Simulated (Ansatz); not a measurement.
# Run on AlFe (Pm-3m) — exchange couplings and spin waves by the force theorem

Computed with Ansatz, DFT, LDA, all-electron PAW with datasets made for the crystal, scalar-relativistic.

Command: `ansatz run input.yaml --threads 2 --pin off --max-ram 5120MiB --backend cpu --events-out ev --progress --plain --runs-dir out`

```yaml
crystal:
  lattice:
    - [2.91, 0.0, 0.0]
    - [0.0, 2.91, 0.0]
    - [0.0, 0.0, 2.91]
  atoms:
    - { symbol: Al, position: [0.0, 0.0, 0.0] }
    - { symbol: Fe, position: [0.5, 0.5, 0.5], spin: 0.7 }
magnetization:
  spin_polarized: true
kpoints:
  mp_grid: { grid: [12, 12, 12] }
  band_path:
    path:
      - [0.0, 0.0, 0.0]
      - [0.0, 0.5, 0.0]
      - [0.5, 0.5, 0.0]
      - [0.0, 0.0, 0.0]
      - [0.5, 0.5, 0.5]
      - [0.0, 0.5, 0.0]
      - [0.5, 0.5, 0.5]
      - [0.5, 0.5, 0.0]
    npoints: 8
scf:
  occupations: { method: fermi_dirac, width: 0.1 }
  lower_state_search: "off"
hamiltonian:
  xc: lda
  pseudopotentials: { kind: all_electron, datasets: crystal }
output:
  eigenvalues: false
  eigenstates:
    nscf_kmesh: { grid: [12, 12, 12] }
    top_band: c21
    exchange_couplings: { magnetic: [{ species: Fe }] }
```

The program prints:

```
settings of this run that can trade accuracy for cost: output.eigenvalues: false. Do not mix this run's numbers with those of runs without the same settings; the input reference describes each key
hamiltonian.pseudopotentials.datasets: crystal makes datasets for this crystal and solves the spheres of its atoms anew in each pass: cutoff 310.0 eV, the density's 1240.0 eV; for an error of 0.50 meV an atom under PBE, 1.0 meV for the cell; an energy difference from a run of another recipe may be off by several times the error for the cell, under r2SCAN by more, where some 0.1 meV an atom stays a …
band count auto-derived: 19 (N_el = 27.0; filled up to band 14; 18 by the electrons, moments and atoms)
Engine: ansatz 0.2.0
Pseudopotentials: kind: all_electron
Pseudopotential: Al, paw, valence charge 11, recommended cutoff 310 eV (normal), crystal/all_electron/lda/scalar/gaussian/Al, Koelling and Harmon's equation, gaussian nucleus
Pseudopotential: Fe, paw, valence charge 16, recommended cutoff 310 eV (normal), crystal/all_electron/lda/scalar/gaussian/Fe, Koelling and Harmon's equation, gaussian nucleus
Functional definition: SPW92
  exchange = slater_x
  correlation = pw_c
Crystal: 2 atoms, lattice volume = 24.642 Å³
Basis set: ecut = 310 eV, 305 PW (Γ)
Bands: 19, of which v1, the nominal top of the filled ones, is band 14 counted from 1 (13 counted from 0)
Symmetry: 48 space group operations
Space group: Pm-3m (ITA 221), of the structure as read, at distance tolerance 2.9e-5 Å
Magnetic group: BNS 221.92 (UNI 1594), of the structure as read, at distance tolerance 2.9e-5 Å
k-points: 84 of 1728
Non-local potential: Al, projectors of the file, l = 0: 3, l = 1: 3
Non-local potential: Fe, projectors of the file, l = 0: 3, l = 1: 2, l = 2: 2
PAW form: soft (Blöchl's): semilocal exchange-correlation on the pseudo side does not see the compensation charge
PAW one-centre angular grid: Al, 110 points (default); XC on its mesh's 1957 points in the sphere
PAW one-centre angular grid: Fe, 590 points (default); XC on its mesh's 1923 points in the sphere
Initial density: superposition of atomic densities (chi_scale 0.1, normalization cell)
Starting moments: Σ|m| = 0.7 μB on 1 of 2 sites
Initial wavefunctions: pseudopotential atomic-orbital guess
Functional: x = slater, c = lda
iter 1 solved again at ethr=4.10e-2 eV; its pass at ethr=1.00e-1 eV (dr2=1.11e1 eV) is discarded
SCF iter   1: F=—  HF=-41159.520980 eV  |F-HF|=—  |Δ(HF+E_count)|=         —  Δρ=1.21e-1 (↑1.21e-1 ↓1.07e-1)  dr2=1.29e1  dr2_m=1.55e-2  M=0.561 μB ∫|m|=0.597 μB  β_m=0.30  ethr=4.10e-2  ⟨swp⟩=2.0  Hψ=16772  notcnv=0
preconditioner: auto → none  [metal: Δε(μ)=0.027 eV  Ē_g=8.571 eV  σ=0.100 eV  W_gap=0.07  n_scr=6 (ndim 8)  ℏωp=24.8 eV  f_vac=0.000  D(μ)=2.46/eV (n_scr^D=26)  sad-step TF]
iter 2 solved again at ethr=1.03e-3 eV; its pass at ethr=4.10e-2 eV (dr2=2.78e-1 eV) is discarded
SCF iter   2: F=—  HF=-41157.999505 eV  |F-HF|=—  |Δ(HF+E_count)|=    1.52e0  Δρ=1.86e-2 (↑1.86e-2 ↓1.37e-2)  dr2=2.90e-1  dr2_m=2.71e-3  M=0.627 μB ∫|m|=0.687 μB  β_m=1.00  ethr=1.03e-3  ⟨swp⟩=2.6  Hψ=13513  notcnv=0  defer=5
SCF iter   3: F=—  HF=-41157.522714 eV  |F-HF|=—  |Δ(HF+E_count)|=   4.77e-1  Δρ=2.87e-2 (↑2.69e-2 ↓2.87e-2)  dr2=7.35e-1  dr2_m=6.28e-4  M=0.647 μB ∫|m|=0.713 μB  β_m=1.00  ethr=1.03e-3  ⟨swp⟩=3.1  Hψ=8294  notcnv=0
SCF iter   4: F=—  HF=-41157.311565 eV  |F-HF|=—  |Δ(HF+E_count)|=   2.11e-1  Δρ=8.67e-3 (↑8.67e-3 ↓7.18e-3)  dr2=5.10e-2  dr2_m=1.43e-4  M=0.649 μB ∫|m|=0.722 μB  β_m=1.00  ethr=1.03e-3  ⟨swp⟩=3.1  Hψ=6910  notcnv=0
SCF iter   5: F=—  HF=-41157.361801 eV  |F-HF|=—  |Δ(HF+E_count)|=   5.02e-2  Δρ=3.40e-3 (↑3.40e-3 ↓2.51e-3)  dr2=7.12e-3  dr2_m=5.49e-5  M=0.652 μB ∫|m|=0.727 μB  β_m=0.30  ethr=1.89e-4  ⟨swp⟩=2.1  Hψ=7726  notcnv=0  defer=3
Mixer restart at iter 5: flushing history
spin-set hold released at iteration 5 (site moments contracting): the magnetisation degrees of freedom join the quasi-Newton model from the next iteration; the mixer history was flushed
SCF iter   6: F=—  HF=-41157.371706 eV  |F-HF|=—  |Δ(HF+E_count)|=   9.90e-3  Δρ=1.93e-3 (↑1.93e-3 ↓9.21e-4)  dr2=1.03e-3  dr2_m=1.04e-4  M=0.657 μB ∫|m|=0.732 μB  β_m=0.61  ethr=2.64e-5  ⟨swp⟩=2.1  Hψ=5574  notcnv=0  defer=3
SCF iter   7: F=—  HF=-41157.398597 eV  |F-HF|=—  |Δ(HF+E_count)|=   2.69e-2  Δρ=1.03e-2 (↑1.03e-2 ↓9.10e-3)  dr2=9.87e-2  dr2_m=8.51e-5  M=0.660 μB ∫|m|=0.741 μB  β_m=0.28  ethr=3.81e-6  ⟨swp⟩=4.0  Hψ=8315  notcnv=0  recentre
SCF iter   8: F=—  HF=-41157.382448 eV  |F-HF|=—  |Δ(HF+E_count)|=   1.61e-2  Δρ=1.13e-3 (↑1.13e-3 ↓5.98e-4)  dr2=8.80e-5  dr2_m=1.46e-4  M=0.667 μB ∫|m|=0.745 μB  β_m=0.53  ethr=3.81e-6  ⟨swp⟩=4.0  Hψ=8486  notcnv=0
SCF iter   9: F=—  HF=-41157.383035 eV  |F-HF|=—  |Δ(HF+E_count)|=   5.87e-4  Δρ=5.66e-4 (↑4.31e-4 ↓5.66e-4)  dr2=4.60e-6  dr2_m=5.57e-5  M=0.676 μB ∫|m|=0.757 μB  β_m=0.76  ethr=3.26e-7  ⟨swp⟩=3.0  Hψ=8123  notcnv=0
SCF iter  10: F=—  HF=-41157.383060 eV  |F-HF|=—  |Δ(HF+E_count)|=   2.56e-5  Δρ=2.77e-4 (↑2.61e-4 ↓2.77e-4)  dr2=2.43e-7  dr2_m=1.63e-5  M=0.681 μB ∫|m|=0.763 μB  β_m=0.88  ethr=1.70e-8  ⟨swp⟩=3.3  Hψ=6718  notcnv=0
SCF iter  11: F=—  HF=-41157.383071 eV  |F-HF|=—  |Δ(HF+E_count)|=   1.06e-5  Δρ=3.66e-5 (↑2.52e-5 ↓3.66e-5)  dr2=1.14e-6  dr2_m=2.33e-8  M=0.686 μB ∫|m|=0.770 μB  β_m=0.87  ethr=8.99e-10  ⟨swp⟩=4.0  Hψ=8686  notcnv=0
SCF iter  12: F=—  HF=-41157.383071 eV  |F-HF|=—  |Δ(HF+E_count)|=   3.57e-7  Δρ=5.37e-6 (↑5.37e-6 ↓5.12e-6)  dr2=1.80e-8  dr2_m=3.17e-9  M=0.686 μB ∫|m|=0.770 μB  β_m=0.87  ethr=8.99e-10  ⟨swp⟩=3.1  Hψ=7147  notcnv=0
SCF iter  13: F=-41157.383070 eV  HF=-41157.383070 eV  |F-HF|=4.15e-9  |Δ(HF+E_count)|=   2.35e-8  Δρ=2.97e-6 (↑2.97e-6 ↓7.82e-7)  dr2=2.52e-9  dr2_m=4.26e-10  M=0.686 μB ∫|m|=0.770 μB  ethr=6.65e-11  ⟨swp⟩=3.0  Hψ=7192  notcnv=0
SCF 1 converged in 13 iterations: F = -41157.383070 eV  dr2 = 2.52e-9
  greatest PAW one-centre occupation: 1.024 electrons in one spin orbital (limit 2), on the Al atom at site 0 (counted from 0), in its partial waves of l = 0
NSCF: frozen V_eff on 57 k-points
NSCF: frozen V_eff on 84 k-points
Exchange couplings: 0 of 2 parts done
Exchange couplings: 1 of 2 parts done
Exchange couplings: 0 of 4 parts done
Exchange couplings: 1 of 4 parts done
Exchange couplings: 2 of 4 parts done
Exchange couplings: 3 of 4 parts done
SCF converged after 13 iterations
Magnetization: 0.6860 μB (13.8430 up, 13.1570 down)
Absolute magnetization: 0.7704 μB (∫|ρ↑−ρ↓|)
Spin contamination: -0.0978 ħ² per cell (⟨S²⟩ above its minimum at these occupations)
Per-site moments (μB) at R_I (Å): [(-0.023615821047707174, 1.0395552440677456), (0.7111896522145308, 1.0395552440677456)]
Free energy (F): -41157.383070 eV
Harris-Foulkes:  -41157.383070 eV  (|F-HF|=4.15e-9)
Internal energy: -41157.305364 eV  (E = F + TS)
E sigma→0 (E₀):  -41157.344217 eV
Entropy (-TS):   -0.077706 eV (-38.853 meV/atom)
Past the cutoff: waves up to 1.5 times it would add -0.000247 eV an atom, which no energy here includes
By the cutoff:   a pressure is off by up to 0.023 GPa (6 times that energy over an atom's volume, and 0.004 GPa: a bound that held against runs at twice the plane waves)
Past the cutoffs: a stress includes 0.0025 GPa for waves and charges beyond them
In the spheres:  the bands' charges fall short by 1.9e-6 e at most (sound up to 1e-3)
Fermi energy:    14.485630 eV
--- Per-component energies (eV) ---
  E_band       = -703.127747
  E_kinetic    = 145.278108
  E_local      = -1865.952330  (includes V_loc(G=0)·N_el)
  E_nonlocal   = -1611.333189
  E_hartree    = 993.503631
  E_xc         = -64.276014
  E_vxc        = -83.866184  (∫ρ·V_xc dr)
  E_paw        = -42999.924427  (= ΣΔE_a)
  E_vpaw       = -6864.587712  (= ΣTr[D̂ρ^β])
  E_ewald      = -3344.930294
  E_smearing   = -0.077706  (= −TS)
  E_closure    = 7590.329151  (closes the sum)
  Σ components = -41157.383070   (vs F -41157.383070, Δ=0.00e0)
  The terms above E_closure are by the made datasets' own strengths, without shells solved beside the bands.
--- Band table (eV; the first three rows and the last of 168) ---
  k-point 0 ↑: bands = ["-86.8605", "-71.4053", "-49.0541", "-49.0541", "-49.0541", "-37.8643", "-37.8643", "-37.8643", "4.2746", "12.0301", "12.0301", "14.1594", "14.1594", "14.1594", "20.5260", "20.5260", "20.5260"]
  k-point 1 ↑: bands = ["-86.8604", "-71.4051", "-49.0547", "-49.0540", "-49.0540", "-37.8680", "-37.8640", "-37.8640", "4.4015", "12.0192", "12.0658", "14.0843", "14.0843", "14.1671", "19.5031", "20.7098", "20.7098"]
  k-point 2 ↑: bands = ["-86.8603", "-71.4043", "-49.0565", "-49.0538", "-49.0538", "-37.8780", "-37.8633", "-37.8633", "4.7792", "11.9334", "12.1655", "13.8921", "13.8921", "14.1884", "17.8511", "21.2301", "21.2301"]
  k-point 83 ↓: bands = ["-86.8672", "-70.6272", "-49.0731", "-49.0731", "-49.0731", "-37.1667", "-37.1667", "-37.1667", "11.3788", "11.3788", "11.3788", "15.4463", "15.4463", "17.4752", "17.4752", "17.4752", "18.1813"]
settings of this run that can trade accuracy for cost: output.eigenvalues: false. Do not mix this run's numbers with those of runs without the same settings; the input reference describes each key
```

exchange_couplings.tsv:

```
# site	partner	cell_1	cell_2	cell_3	displacement_x_ang	displacement_y_ang	displacement_z_ang	distance_ang	coupling_mev
# format = ansatz-exchange-couplings/3
# nscf_kmesh_grid = 12 12 12
# n_bands = 35
# mesh_fermi_ev = 14.486
# occupation_method = fermi_dirac
# smearing_width_ev = 0.1
# xc_rung = lda
# a1_ang = 2.91 0 0
# a2_ang = 0 2.91 0
# a3_ang = 0 0 2.91
# atom = 0 Al relaxed 0 0 0 -0.0034126 0.0012854 -1.9384e-05 -
# atom = 1 Fe magnetic 0.5 0.5 0.5 0.69666 0.27044 0.0037474 1
# moments = constrained
# kernel_scale = 1.0066
# constrained_moments_mub = 0.73079
# turning_moments_mub = 0.69325
# rigid_open_turn_ev = 0.014013
# field_residual = 0.021566
# moved_by_upper_bands = 0.0022989
# mean_field_moved_by_upper_bands = 0.00012736
# mean_field_temperature_k = 107.14
# mean_field_q_frac = 0 0 0
# ordering_temperature_k = 60.405
# no_stiffness = unsettled
# whole_within_ang = 17.46
1	1	-1	0	0	-2.91	0	0	2.91	2.7464
1	1	0	-1	0	0	-2.91	0	2.91	2.7464
1	1	0	0	-1	0	0	-2.91	2.91	2.7464
1	1	0	0	1	0	0	2.91	2.91	2.7464
1	1	0	1	0	0	2.91	0	2.91	2.7464
1	1	1	0	0	2.91	0	0	2.91	2.7464
1	1	-1	-1	0	-2.91	-2.91	0	4.1154	-0.24121
1	1	-1	0	-1	-2.91	0	-2.91	4.1154	-0.24121
1	1	-1	0	1	-2.91	0	2.91	4.1154	-0.24121
1	1	-1	1	0	-2.91	2.91	0	4.1154	-0.24121
1	1	0	-1	-1	0	-2.91	-2.91	4.1154	-0.24121
1	1	0	-1	1	0	-2.91	2.91	4.1154	-0.24121
1	1	0	1	-1	0	2.91	-2.91	4.1154	-0.24121
1	1	0	1	1	0	2.91	2.91	4.1154	-0.24121
1	1	1	-1	0	2.91	-2.91	0	4.1154	-0.24121
1	1	1	0	-1	2.91	0	-2.91	4.1154	-0.24121
1	1	1	0	1	2.91	0	2.91	4.1154	-0.24121
1	1	1	1	0	2.91	2.91	0	4.1154	-0.24121
1	1	-1	-1	-1	-2.91	-2.91	-2.91	5.0403	0.42312
[...]
```

magnon_bands.tsv:

```
# distance_inv_ang	q_1	q_2	q_3	is_on_mesh	least_cost_mev	mode	energy_mev	sense
# format = ansatz-magnon-bands/1
# nscf_kmesh_grid = 12 12 12
# whole_turn_by_bands_mev = 1.864
# magnetic_atoms = 1
# least_rotation_mev = 0.46801
# least_rotation_q_frac = 0 0 0.083333
# least_rotation_pattern = 1 0
0	0	0	0	1	0	1	0	1
0.13495	0	0.0625	0	0	0.25133	1	1.4501	1
0.2699	0	0.125	0	0	1.1124	1	6.4182	1
0.40484	0	0.1875	0	0	2.4856	1	14.342	1
0.53979	0	0.25	0	1	4.4975	1	25.95	1
0.67474	0	0.3125	0	0	7.4233	1	42.832	1
0.80969	0	0.375	0	0	10.57	1	60.991	1
0.94464	0	0.4375	0	0	13	1	75.007	1
1.0796	0	0.5	0	1	13.959	1	80.544	1
1.2145	0.0625	0.5	0	0	13.946	1	80.467	1
1.3495	0.125	0.5	0	0	13.456	1	77.641	1
1.4844	0.1875	0.5	0	0	13.268	1	76.555	1
1.6194	0.25	0.5	0	1	14.418	1	83.191	1
1.7543	0.3125	0.5	0	0	15.548	1	89.71	1
1.8893	0.375	0.5	0	0	15.831	1	91.344	1
2.0242	0.4375	0.5	0	0	15.92	1	91.858	1
2.1592	0.5	0.5	0	1	15.993	1	92.281	1
2.35	0.4375	0.4375	0	0	15.759	1	90.928	1
2.5409	0.375	0.375	0	0	14.719	1	84.93	1
2.7317	0.3125	0.3125	0	0	12.153	1	70.119	1
2.9226	0.25	0.25	0	1	7.6327	1	44.04	1
3.1134	0.1875	0.1875	0	0	3.9143	1	22.585	1
3.3042	0.125	0.125	0	0	2.031	1	11.718	1
3.4951	0.0625	0.0625	0	0	0.5315	1	3.0667	1
3.6859	0	0	0	1	0	1	0	1
3.9197	0.0625	0.0625	0.0625	0	0.8178	1	4.7186	1
4.1534	0.125	0.125	0.125	0	2.628	1	15.163	1
4.3871	0.1875	0.1875	0.1875	0	4.4285	1	25.552	1
4.6209	0.25	0.25	0.25	1	10.333	1	59.618	1
4.8546	0.3125	0.3125	0.3125	0	20.286	1	117.05	1
5.0884	0.375	0.375	0.375	0	28.756	1	165.92	1
5.3221	0.4375	0.4375	0.4375	0	33.781	1	194.91	1
5.5558	0.5	0.5	0.5	1	35.058	1	202.28	1
5.7467	0.4375	0.5	0.4375	0	34.231	1	197.51	1
5.9375	0.375	0.5	0.375	0	31.146	1	179.71	1
6.1284	0.3125	0.5	0.3125	0	25.721	1	148.41	1
6.3192	0.25	0.5	0.25	1	18.355	1	105.91	1
[...]
```

In the table E = −Σ J e_i·e_j over ordered pairs, so positive J favours parallel moments; the file's long notes are left out. Convergence in k wasn't tested.

Site moments (μB): Al1 -0.02, Fe2 0.71. Cell moment 0.69 μB.

The magnetic group in the log treats spin as a scalar label, without spin–orbit coupling.

The Ansatz runs typed with the search for lower states off end where their start leads. The program couldn't verify every level among the many empty bands that the force theorem sums over. These are results for the start and cell typed. The real compound can order otherwise, in a larger cell, or not at all, since semilocal functionals at zero temperature often overstate magnetism.

It took 51 s on 2 threads of Arm Neoverse V2, on a shared host, peak memory 0.53 GiB.
